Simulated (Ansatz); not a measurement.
A distorted cell of CsCl (CsCl type):

```
CELL_PARAMETERS angstrom
      4.14031     0.00000     0.00000
      0.00000     4.14031     0.00000
      0.00000     0.00000     4.14031
ATOMIC_POSITIONS crystal
  Cs 0.00000 0.00000 0.93044
  Cl 0.50000 0.50000 0.50000
```

Calculation: r2SCAN (plane waves to 500 eV, PAW, scalar-relativistic; Ansatz, an electronic-structure program). k mesh 7×7×7 (Γ-centred), Fermi-Dirac smearing 0.05 eV. Energies are smeared free energies. Compression counts positive. CsCl was relaxed with its symmetry unable to fall.

Task: What forces act on the atoms (eV/Å, Cartesian)?

Result: 
```csv
atom,Fx,Fy,Fz
Cs1,0.000,0.000,0.273
Cl2,0.000,0.000,-0.273
```

Task: Give the stress tensor in GPa and the pressure.

Result: 
```
   0.53     0.00     0.00
   0.00     0.53     0.00
   0.00     0.00     0.31
```
The pressure, a third of the trace, is 0.46 GPa.

Task: In it atom 1 sits (0.000, 0.000, -0.288) Å away from its relaxed site. What is its energy relative to the relaxed cell?

Result: 38.8 meV/cell.

(A displaced cell: forces are minus the slopes of the energy, force constants its curvatures, and phonons follow from these.)
